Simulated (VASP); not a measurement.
# SiC: relaxation of cell and atoms with PBEsol

Crystal: SiC.

```
Si C
1.0
     3.07569    0.00000    0.00000
    -1.53785    2.66363    0.00000
     0.00000    0.00000   10.07065
Si C
4 4
Direct
  0.66667 0.33333 0.93784
  0.33333 0.66667 0.43784
  0.00000 0.00000 0.68789
  0.00000 0.00000 0.18789
  0.66667 0.33333 0.74980
  0.33333 0.66667 0.24980
  0.00000 0.00000 0.50046
  0.00000 0.00000 0.00046
```

The cell is a database's computed one.

```json
{
  "Program": "VASP 6.6.1",
  "Task": "relaxation of cell and atoms",
  "Functional": "PBEsol",
  "Potentials or basis": "VASP PAW PBE potentials, release 64 (Si, C)",
  "Cutoff": "600 eV",
  "k mesh": "12 × 12 × 3",
  "Occupations": "gaussian, width 0.03 eV",
  "Spin": "no spin polarisation",
  "Further INCAR settings": "ALGO = Normal; EDIFF = 1e-06; IBRION = 2; EDIFFG = -0.01; NSW = 90; ISIF = 3"
}
```

```yaml
Relaxed_volume: 10.34 Å³/atom
Relaxed_cell: a = 3.079 Å, b = 3.079 Å, c = 10.080 Å, α = 90.00°, β = 90.00°, γ = 120.00°
Space_group_after_relaxing_to_0.05_Å: P6_3mc (No. 186)
Energy_gained_by_relaxing: 0.1 meV/atom
Ionic_steps: 3
Pressure_after_relaxing: 0.0 GPa
Band_gap_on_the_k_mesh: 2.11 eV, indirect (least direct gap 3.23 eV)
```

Forces on the atoms (eV/Å):
```
Si   0.000  0.000  0.002
Si   0.000  0.000  0.002
Si   0.000  0.000  0.002
Si   0.000  0.000  0.002
C    0.000  0.000 -0.001
C    0.000  0.000 -0.001
C    0.000  0.000 -0.002
C    0.000  0.000 -0.002
```

The path:
```
step  energy change (eV)  largest force (eV/Å)  pressure (GPa)  volume (Å³)
   1              0.0000                0.0047            0.68        82.50
   2              0.0001                0.0093           -0.73        83.03
   3             -0.0005                0.0025            0.00        82.75
```

Final structure:
```xyz
8
Lattice="3.0790 0.0000 0.0000 -1.5395 2.6665 0.0000 0.0000 0.0000 10.0796" Properties=species:S:1:pos:R:3 pbc="T T T"
Si    1.5395    0.8888    9.4530
Si    0.0000    1.7777    4.4132
Si    0.0000    0.0000    6.9337
Si    0.0000    0.0000    1.8939
C     1.5395    0.8888    7.5578
C     0.0000    1.7777    2.5180
C     0.0000    0.0000    5.0444
C     0.0000    0.0000    0.0046
```

Levels at points of the mesh, in eV from the valence-band top:
```csv
k point,band 13,band 14,band 15,band 16,band 17,band 18,band 19,band 20
"(0.00, 0.00, 0.00)",-0.59,-0.05,0.00,0.00,5.03,5.60,6.24,6.24
"(0.50, 0.00, 0.00)",-2.38,-2.23,-1.59,-1.13,2.11,2.24,4.11,4.65
```

Wall time 38 s on 2 MPI ranks on Intel(R) Xeon(R) 6975P-C (Granite Rapids) (shared host), peak memory 0.26 GiB a rank.

Caveat: the PAW data sets were made with another functional, which shifts forces and pressure a little; an odd mesh through Γ misses points on the zone boundary, where band edges often lie.
